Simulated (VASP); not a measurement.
A run of VASP 6.6.1 is set up as follows.

The input INCAR:

```
PREC = Accurate
ENCUT = 400
EDIFF = 1E-7
ISMEAR = 0
SIGMA = 0.03
LREAL = False
LASPH = True
NELM = 80
ALGO = Normal
ISIF = 3
LWAVE = False
LCHARG = False
GGA = PE
IVDW = 12
IBRION = 2
NSW = 40
EDIFFG = -0.003
PSTRESS = 30
```

The input KPOINTS:

```
Automatic mesh
0
Gamma
  9 9 6
```

POSCAR

```
Te
1.0
    4.4540000000      0.0000000000      0.0000000000
   -2.2270000000      3.8572771485      0.0000000000
    0.0000000000      0.0000000000      5.9240000000
Te
3
Direct
    0.2690000000      0.0000000000      0.3333333333
    0.0000000000      0.2690000000      0.6666666667
    0.7310000000      0.7310000000      0.0000000000
```

Potentials or basis: VASP PAW PBE potentials, release 64 (Te).

Run with:

```console
$ cat potpaw_PBE.64/Te/POTCAR > POTCAR
$ mpirun -np 1 vasp_std > vasp.out
```

Task: Predict the band gap on the k mesh.

Result: None (metal or under the smearing width).

Task: Predict the relaxed cell.

Result: a = 4.163 Å, b = 4.163 Å, c = 5.973 Å, α = 90.00°, β = 90.00°, γ = 120.00°.

Task: Predict the space group after relaxing (to 0.05 Å).

Result: P3_121 (No. 152).

Step by step:
```
step  energy change (eV)  largest force (eV/Å)  pressure (GPa)  volume (Å³)
   1              0.0000                0.1655           -0.74       101.78
   2              0.1512                0.8018            6.21        90.56
   3              0.0437                0.5536            3.25        94.52
   4              0.0237                0.4123            3.30        92.83
   5              0.0548                0.1090            4.34        88.12
   6             -0.0077                0.0920            0.87        92.23
   7              0.0205                0.0282            2.99        89.59
   8              0.0211                0.0298            3.02        89.56
   9              0.0191                0.0222            3.01        89.63
  10              0.0169                0.0116            3.00        89.72
  11              0.0169                0.0070            2.98        89.72
  12              0.0168                0.0009            2.95        89.73
  13              0.0177                0.0005            2.98        89.68
  14              0.0181                0.0003            2.99        89.66
```

Caveat: the cell is relaxed towards a set pressure, so the enthalpy falls and the energy may rise; pairwise dispersion overbinds metals, which lowers pressure and volume. The run has no spin-orbit coupling, so splittings on Te are missing.
